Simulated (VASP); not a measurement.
Input of a VASP 6.6.1 run:

POSCAR

```
BaO                                     
1.0
   -0.0000000000      2.7807066280      2.7807066280
    2.7807066280     -0.0000000000      2.7807066280
    2.7807066280      2.7807066280     -0.0000000000
  Ba              O             
     1     1
Direct
     0.0000000000000000    0.0000000000000000    0.0000000000000000
     0.5000000000000000    0.5000000000000000    0.5000000000000000
```

File INCAR.step1:

```
SYSTEM = BaO
ALGO = Normal
EDIFF = 1E-5
ENCUT = 520
GGA = PE
ISIF = 2
ISMEAR = 0
KPAR = 4
LASPH = .True.
LCHARG = .False.
LREAL = .False.
LWAVE = .True.
NELM = 60
PREC = Accurate
SIGMA = 0.02
```

Contents of INCAR.step2:

```
SYSTEM = BaO
ALGO = Normal
EDIFF = 1E-7
ENCUT = 520
GGA = PE
HFSCREEN = 0.2
ISIF = 2
ISMEAR = 0
ISTART = 1
KPAR = 4
LASPH = .True.
LCHARG = .False.
LHFCALC = .True.
LREAL = .False.
LWAVE = .False.
NELM = 60
PREC = Accurate
PRECFOCK = Fast
SIGMA = 0.02
```

Contents of KPOINTS:

```
k-points
0
Gamma
  6 6 6
  0 0 0
```

KPOINTS_OPT

```
path GXWKGLUWLK,UX
8
line-mode
reciprocal
 0.0000000000  0.0000000000  0.0000000000  G
 0.5000000000  0.0000000000  0.5000000000  X

 0.5000000000  0.0000000000  0.5000000000  X
 0.5000000000  0.2500000000  0.7500000000  W

 0.5000000000  0.2500000000  0.7500000000  W
 0.3750000000  0.3750000000  0.7500000000  K

 0.3750000000  0.3750000000  0.7500000000  K
 0.0000000000  0.0000000000  0.0000000000  G

 0.0000000000  0.0000000000  0.0000000000  G
 0.5000000000  0.5000000000  0.5000000000  L

 0.5000000000  0.5000000000  0.5000000000  L
 0.6250000000  0.2500000000  0.6250000000  U

 0.6250000000  0.2500000000  0.6250000000  U
 0.5000000000  0.2500000000  0.7500000000  W

 0.5000000000  0.2500000000  0.7500000000  W
 0.5000000000  0.5000000000  0.5000000000  L

 0.5000000000  0.5000000000  0.5000000000  L
 0.3750000000  0.3750000000  0.7500000000  K

 0.6250000000  0.2500000000  0.6250000000  U
 0.5000000000  0.0000000000  0.5000000000  X
```

Potentials or basis: VASP PAW PBE potentials, release 64 (Ba_sv, O).

Launch:

```console
$ cat potpaw_PBE.64/Ba_sv/POTCAR potpaw_PBE.64/O/POTCAR > POTCAR
$ cp INCAR.step1 INCAR
$ mpirun -np 4 vasp_std > vasp.out
$ cp INCAR.step2 INCAR
$ mpirun -np 4 vasp_std > vasp.out
```

(1) What does it give for the band gap along the path?

(2) Estimate the band gap on the k mesh.

(3) Predict the pressure.

## Answers

(1) 3.31 eV, direct.

(2) 3.31 eV, direct.

(3) 0.3 GPa.

Caveat: the PAW data sets were made with another functional, which shifts forces and pressure a little; spin-orbit coupling is left out, which moves the levels of the heavy elements.
